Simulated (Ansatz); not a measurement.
Cell and atoms are relaxed with the symmetry kept. Start:

```
CELL_PARAMETERS angstrom
2.86350 0.00000 0.00000
0.00000 2.86350 0.00000
0.00000 0.00000 2.86350
ATOMIC_POSITIONS crystal
Cr 0.00000 0.00000 0.00000
Cr 0.50000 0.50000 0.50000
```

Level of theory: DFT PBE, scalar-relativistic, plane waves, PAW in Ansatz.

Cutoff 420 eV; k points 14×14×14 on the computed 2-atom cell (Γ-centred); Gaussian smearing, width 0.10 eV; collinear spin from starting moments -1 1 μB.

Q: What does it relax to?

A: The volume increases by 0.03 Å³/atom to 11.77 Å³/atom, and the energy changes by under 0.1 meV/atom. The cell ends with a moment of 0.00 μB (only this magnetic start was tried). Final structure:
```
Cr
1.0
     2.86577    0.00000    0.00000
     0.00000    2.86577    0.00000
     0.00000    0.00000    2.86577
Cr
2
Direct
  0.00000 0.00000 0.00000
  0.50000 0.50000 0.50000
```